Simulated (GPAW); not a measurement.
Write an ASE script for GPAW 26.7.0 that does the following.

- Task: band structure
- Functional: LDA
- Potentials or basis: the program's PAW data sets (release 1.2.1) made for this functional
- Cutoff: 600 eV
- Basis: pw
- k mesh: 7 × 7 × 7
- Occupations: fermi-dirac, width 0.05 eV
- Spin: no spin polarisation
- Maxiter: 150
- Band path: GXWKGLUWLK,UX
- Band points: 60

The structure of TePb lies in POSCAR:

```
TePb
1.0
    0.0000000000      3.2310000000      3.2310000000
    3.2310000000      0.0000000000      3.2310000000
    3.2310000000      3.2310000000      0.0000000000
Pb Te
1 1
Direct
    0.0000000000      0.0000000000      0.0000000000
    0.5000000000      0.5000000000      0.5000000000
```

The input as run:

run.py

```python
from ase.dft.bandgap import bandgap
from ase.io import read, write
from ase.units import GPa
from gpaw import GPAW, PW

atoms = read('POSCAR')

calc = GPAW(mode=PW(600),
            xc='LDA',
            kpts={'size': (7, 7, 7), 'gamma': True},
            occupations={'name': 'fermi-dirac', 'width': 0.05},
            nbands=19,
            convergence={'density': 1e-05, 'energy': 1e-05},
            maxiter=150,
            txt='gpaw.txt')
atoms.calc = calc
energy = atoms.get_potential_energy()
forces = atoms.get_forces()
stress = atoms.get_stress()
calc.write('gs.gpw')
write('result.traj', atoms)
print(f'Energy: {energy:.6f} eV')
print('Forces (eV/A):')
print(forces.round(4))
print('Stress (GPa):', (stress / GPa).round(3))
print('Fermi level:', round(calc.get_fermi_level(), 4), 'eV')
print(f'Gap: {bandgap(calc)[0]:.4f} eV, direct: {bandgap(calc, direct=True)[0]:.4f} eV')

path = atoms.cell.bandpath('GXWKGLUWLK,UX', npoints=60, eps=1e-4)
bs_calc = calc.fixed_density(kpts=path, symmetry='off', nbands=32,
                             convergence={'bands': 'CBM+6.0', 'eigenstates': 1e-6}, txt='bands.txt')
bs = bs_calc.band_structure()
bs.write('bs.json')
print(f'Gap on the path: {bandgap(bs_calc)[0]:.4f} eV')
```

Potentials or basis: the program's PAW data sets (release 1.2.1) made for this functional, pw.

Run with:

```sh
$ OMP_NUM_THREADS=1 python run.py
```

Results of the run:

```json
{"Pressure": "-2.0 GPa", "Band gap along the path": "0.62 eV, direct"}
```

Caveat: this odd mesh misses L, where the gap lies, so gap, dielectric constants and Born charges aren't listed; spin-orbit coupling is left out, which moves the levels of the heavy elements.

It took 56 s on 1 thread of Arm Neoverse V2, with other jobs on the host, peak memory 0.29 GiB.
